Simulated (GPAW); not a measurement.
Crystal: Se.

```
Se
1.0
     4.36620    0.00000    0.00000
    -2.18310    3.78124    0.00000
     0.00000    0.00000    4.95360
Se
3
Cartesian
  1.6910 2.9289 0.0000
  -0.4921 0.8523 3.3024
  0.9841 0.0000 1.6512
```

* Program: GPAW 26.7.0
* Task: relaxation of cell and atoms
* Functional: PBEsol
* Potentials or basis: PAW data sets generated in the run's folder for this functional
* Cutoff: 600 eV
* Basis: pw
* k mesh: 6 × 6 × 5
* Occupations: fermi-dirac, width 0.05 eV
* Spin: no spin polarisation

At the start: pressure 0.2 GPa; volume 27.26 Å³/atom.

Problem. How do energy, volume and symmetry change on relaxing?

Solution. Over 14 steps the energy falls by 24.6 meV/atom and the volume is 24.04 Å³/atom (-11.8 %); space group P3_121 (No. 152, to 0.05 Å).

The path:
```tsv
step	energy change (eV)	largest force (eV/Å)	pressure (GPa)	volume (Å³)
1	0.0000	0.3083	0.22	81.78
2	-0.0041	0.2313	-0.11	81.83
3	-0.0118	0.0100	-1.04	81.76
4	-0.0143	0.0422	-1.25	81.50
5	-0.0266	0.1911	-1.78	79.69
6	-0.0458	0.2878	-1.80	75.91
7	-0.0559	0.2673	-0.75	71.91
8	-0.0610	0.2083	-0.57	72.37
9	-0.0671	0.0176	0.55	72.50
10	-0.0679	0.0151	0.43	72.27
11	-0.0695	0.0482	0.25	72.03
12	-0.0721	0.0682	-0.02	71.82
13	-0.0733	0.0457	-0.11	71.93
14	-0.0737	0.0112	-0.05	72.11
```

Final structure:
```
Se
1.0
     4.03148    0.00000    0.00000
    -2.01574    3.49136    0.00000
     0.00000    0.00000    5.12343
Se
3
Direct
  0.75009 0.75009 0.00000
  0.00000 0.24991 0.66667
  0.24991 0.00000 0.33333
```

Caveat: later steps reuse the first step's grids.
